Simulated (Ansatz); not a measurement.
**TiNi in Ansatz: the effect of fixed moment**

The system is TiNi.

```
CELL_PARAMETERS angstrom
2.73580 0.00000 0.00000
0.00000 2.73580 0.00000
0.00000 0.00000 3.58141
ATOMIC_POSITIONS crystal
Ni 0.00000 0.00000 0.00000
Ti 0.50000 0.50000 0.50000
```

The cell comes from a database or a generator and needn't be the stable form of this composition.

Alike in all runs:

```yaml
Program: Ansatz 0.2.0
Task: single point
Functional: PBEsol
Potentials_or_basis: Ansatz PAW
Cutoff: "420 eV (not typed: the program's choice for these potentials)"
k_mesh: 8 × 8 × 6
Occupations: fermi-dirac, width 0.05 eV
```

```tsv
fixed moment	spin	starting moments	energy over the lowest run (meV/atom)	pressure (GPa)
0	collinear spin, program default start	-	0.0	-6.2
0.5	collinear spin, ferromagnetic start	[0.25, 0.25] μB	8.4	-5.8
1	collinear spin, ferromagnetic start	[0.5, 0.5] μB	?	?
1.5	collinear spin, ferromagnetic start	[0.75, 0.75] μB	84.4	-3.4
2	collinear spin, ferromagnetic start	[1.0, 1.0] μB	181.3	-1.1
2.5	collinear spin, ferromagnetic start	[1.25, 1.25] μB	339.8	2.0
3	collinear spin, ferromagnetic start	[1.5, 1.5] μB	576.8	5.8
4	collinear spin, ferromagnetic start	[2.0, 2.0] μB	1284.7	16.3
```

Task: What does the run with fixed moment 1 give?

Result: Energy over the lowest run 30.0 meV/atom; pressure -4.9 GPa.

Worked out: A parabola through the other rows of the energy over the lowest run, of slope 74.9 meV/atom per unit of fixed moment there, gives -12.5 meV/atom, against the run's 30.0. A parabola through the other rows of the pressure, of slope 2.46 GPa per unit of fixed moment there, gives -5.1 GPa, against the run's -4.9.

Caveats: the total moment is fixed, so each spin has its own Fermi level; the PAW data sets come from PBE, with cores solved anew for the run's functional, which leaves a small shift of forces and pressure; the thresholds are loose for stress.
